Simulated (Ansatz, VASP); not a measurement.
Two plane-wave programs on Cu

```
Cu
1.0
     0.00000    2.41772    2.41772
     2.41772    0.00000    2.41772
     2.41772    2.41772    0.00000
Cu
2
Direct
  0.87500 0.87500 0.87500
  0.12500 0.12500 0.12500
```

Alike in both runs: task relaxation of cell and atoms; functional PBEsol; k mesh 14 × 14 × 14; occupations fermi-dirac, width 0.1 eV; no spin polarisation.

|  | VASP | Ansatz |
| --- | --- | --- |
| version | VASP 6.6.1 | Ansatz 0.2.0 |
| potentials or method | VASP PAW PBE potentials, release 64 (Cu) | PAW with Ansatz's default frozen-core files, scalar-relativistic |
| plane-wave cutoff (eV) | 600 | 420 |
| valence electrons in the cell | 22 | 38 |

Ansatz gave:

| Item | Value |
| --- | --- |
| relaxed volume (Å³/atom) | 17.90 |
| relaxed cell length with the largest relative difference (Å) | 3.699 |
| energy change over the relaxation (meV/atom) | -268 |

Question: What did VASP give for the same quantities?

Answer: Relaxed volume (Å³/atom): 18.00; relaxed cell length with the largest relative difference (Å): 3.706; energy change over the relaxation (meV/atom): -278.

The two sets of potentials don't hold the same shells in valence.

Caveats: the volume moved by over 15 % at a fixed basis, so the end points are rough (VASP); the PAW data sets were made with another functional, which shifts forces and pressure a little (VASP).
